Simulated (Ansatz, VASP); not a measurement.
**Two plane-wave programs on AlN**

```xyz
2
Lattice="0.0000 2.1711 2.1711 2.1711 0.0000 2.1711 2.1711 2.1711 0.0000" Properties=species:S:1:pos:R:3 pbc="T T T"
Al    0.0000    0.0000    0.0000
N     1.0855    1.0855    1.0855
```

Alike in both runs: functional LDA; k mesh 10 × 10 × 10; occupations gaussian, width 0.02 eV; no spin polarisation.

Ansatz relaxed the structure, and its values are those at the end. VASP's run is a single point on that final structure, the one shown.

|  | VASP | Ansatz |
| --- | --- | --- |
| version | VASP 6.6.1 | Ansatz 0.2.0 |
| potentials or method | VASP PAW LDA potentials, release 64 (Al, N) | scalar-relativistic, plane waves, PAW |
| plane-wave cutoff (eV) | 520 | 420 |
| valence electrons in the cell | 8 | 8 |

Ansatz gave:

| Item | Value |
| --- | --- |
| gap on the k mesh at the Fermi level (eV) | 3.25 |
| least direct gap on the mesh (eV) | 4.39 |
| pressure (GPa) | 0.0 |

Problem. Estimate VASP's values.

Solution. gap on the k mesh at the Fermi level (eV): 3.23; least direct gap on the mesh (eV): 4.39; pressure (GPa): 0.7.

Ansatz warned: «pseudo_functional_mismatch».

A k mesh can miss the band edges. A hybrid or GW would open this gap; LDA tends to underestimate it.
